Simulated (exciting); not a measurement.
A run of exciting (release sodium) is set up as follows.

The input input.xml:

```xml
<input>
  <title>MoP</title>
  <structure speciespath="./" tshift="false" cartesian="true">
    <crystal scale="1">
      <basevect>0.000000000000 6.090587299669 0.000000000000</basevect>
      <basevect>-5.274603325485 -3.045293649834 0.000000000000</basevect>
      <basevect>0.000000000000 0.000000000000 6.030116063681</basevect>
    </crystal>
    <species speciesfile="Mo.xml" rmt="2.3">
      <atom coord="0.000000000000 0.000000000000 0.000000000000" bfcmt="0 0 -8"/>
    </species>
    <species speciesfile="P.xml" rmt="2">
      <atom coord="-3.516402217166 -0.000000000305 3.015058031840" bfcmt="0 0 0"/>
    </species>
  </structure>
  <groundstate do="fromscratch" ngridk="10 10 8" rgkmax="7.8" gmaxvr="14" lmaxapw="10" lmaxmat="10" lmaxvr="8" stype="Gaussian" swidth="0.00499791" nempty="24" ValenceRelativity="iora*" epsengy="1e-06" epspot="1e-05" maxscl="90" tforce="true" outputlevel="normal" lradstep="4">
    <libxc exchange="XC_GGA_X_WC" correlation="XC_GGA_C_PBE"/>
    <spin reducebf="0.5" fixspin="total FSM" momfix="0 0 2"/>
  </groundstate>
  <properties>
    <EFG/>
    <mossbauer/>
    <TSvdW/>
  </properties>
</input>
```

Potentials or basis: all-electron LAPW+lo, shipped species files, valence relativity iora*.

Run with:

```console
$ OMP_NUM_THREADS=1 exciting_smp
```

Q: What does it give for the dispersion energy per atom?

A: -0.720 eV.

Electric field gradients, principal values (1e21 V/m²):
```tsv
atom	Vxx	Vyy	Vzz	η
1 Mo	2.588	2.588	-5.175	0.00
2 P	0.572	0.572	-1.144	0.00
```

Caveat: the field gradient of a metal still moves by tens of percent with the k mesh; energies at fixed moment are off by some hundredths of an eV in this version, so none is listed; the dispersion energy is computed afterwards and isn't part of the total energy; EFG.OUT prints the tensor in atomic units and with the sign opposite to the usual one; the total moment is fixed, so each spin has its own Fermi level.
